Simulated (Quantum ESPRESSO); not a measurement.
PtSe2 (Sudovikovite):

```
CELL_PARAMETERS angstrom
3.72400 0.00000 0.00000
-1.86200 3.22508 0.00000
0.00000 0.00000 5.06200
ATOMIC_POSITIONS crystal
Pt 0.00000 0.00000 0.00000
Se 0.66667 0.33333 0.75000
Se 0.33333 0.66667 0.25000
```

```yaml
Program: Quantum ESPRESSO 7.5
Task: relaxation of cell and atoms
Functional: PBEsol
Dispersion: D4
Potentials_or_basis: GBRV 1.5 PBEsol
Cutoff: 612 eV
Density_cutoff: 4898 eV
k_mesh: 8 × 8 × 5
Occupations: fermi-dirac, width 0.05 eV
Spin: no spin polarisation
```

At the start: pressure -0.4 GPa; volume 20.27 Å³/atom.

How do energy, volume and symmetry change on relaxing?

Over 11 steps the energy falls by 21.3 meV/atom and the volume is 18.97 Å³/atom (-6.4 %); space group P-3m1 (No. 164, to 0.05 Å).

Step by step:
| step | energy change (eV) | largest force (eV/Å) | pressure (GPa) | volume (Å³) |
| --- | --- | --- | --- | --- |
| 1 | 0.0000 | 0.3382 | -0.36 | 60.80 |
| 2 | -0.0034 | 0.2926 | -0.62 | 60.76 |
| 3 | -0.0240 | 0.1252 | -2.53 | 60.00 |
| 4 | -0.0295 | 0.1882 | -2.45 | 59.52 |
| 5 | -0.0431 | 0.2717 | -0.69 | 57.51 |
| 6 | -0.0477 | 0.1510 | 0.18 | 57.27 |
| 7 | -0.0519 | 0.0135 | 1.12 | 57.05 |
| 8 | -0.0547 | 0.0709 | 1.39 | 56.91 |
| 9 | -0.0610 | 0.1223 | 1.24 | 56.72 |
| 10 | -0.0634 | 0.0716 | 0.56 | 56.79 |
| 11 | -0.0639 | 0.0175 | 0.09 | 56.90 |

Final structure:
```
Pt Se
1.0
     3.74341    0.00000    0.00000
    -1.87171    3.24189    0.00000
     0.00000    0.00000    4.68838
Pt Se
1 2
Direct
  0.00000 0.00000 0.00000
  0.66667 0.33333 0.73034
  0.33333 0.66667 0.26966
```

Caveat: pairwise dispersion overbinds metals, which lowers pressure and volume.
